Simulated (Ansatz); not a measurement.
GaP under changes of volume

One of the cells (20.240 Å³/atom); the others are scaled copies at fixed shape and fractional positions:

```
Ga P
1.0
     0.00000    2.72525    2.72525
     2.72525    0.00000    2.72525
     2.72525    2.72525    0.00000
Ga P
1 1
Direct
  0.00000 0.00000 0.00000
  0.75000 0.75000 0.75000
```

| Property | Result |
| --- | --- |
| Program | Ansatz 0.2.0 |
| Functional | PBEsol |
| Potentials or basis | all-electron LAPW, scalar-relativistic |
| Cutoff | 278 eV (chosen from the basis error) |
| Basis error allowed | 0.001 eV/atom |
| k mesh | 8 × 8 × 8 |
| Occupations | fermi-dirac, width 0.05 eV |
| Spin | no spin polarisation |

| volume (Å³/atom) | energy over the lowest point (meV/atom) | pressure (GPa) | gap on the mesh (eV) |
| --- | --- | --- | --- |
| 19.026 | ? | ? | ? |
| 19.431 | 6.08 | 3.1 | 1.43 |
| 19.836 | 0.72 | 1.2 | 1.47 |
| 20.240 | 0.00 | -0.6 | 1.52 |
| 20.645 | 3.45 | -2.1 | 1.53 |
| 21.050 | 10.64 | -3.5 | 1.43 |
| 21.455 | 21.17 | -4.8 | 1.28 |

Q: What does the run at 19.026 Å³/atom give?

A: Energy over the lowest point 16.66 meV/atom; pressure 5.3 GPa; gap on the mesh 1.38 eV.

Worked out: A Birch-Murnaghan fit of order 3 (a polynomial in V^(-2/3)) to the other rows has its minimum at 20.10 Å³/atom with B0 = V·E''(V) = 85 GPa and B' = 4.5. It gives 16.64 meV/atom at 19.026 Å³/atom, against the run's 16.66, and -dE/dV = 5.3 GPa, against 5.3. A parabola through the other rows of the gap, of slope 8.77 eV per unit of ln V there, extrapolates to 1.26 eV, against the run's 1.38.

Energies are extrapolated to zero smearing.

A mesh can miss the band edges. Spin-orbit coupling on Ga is left out.
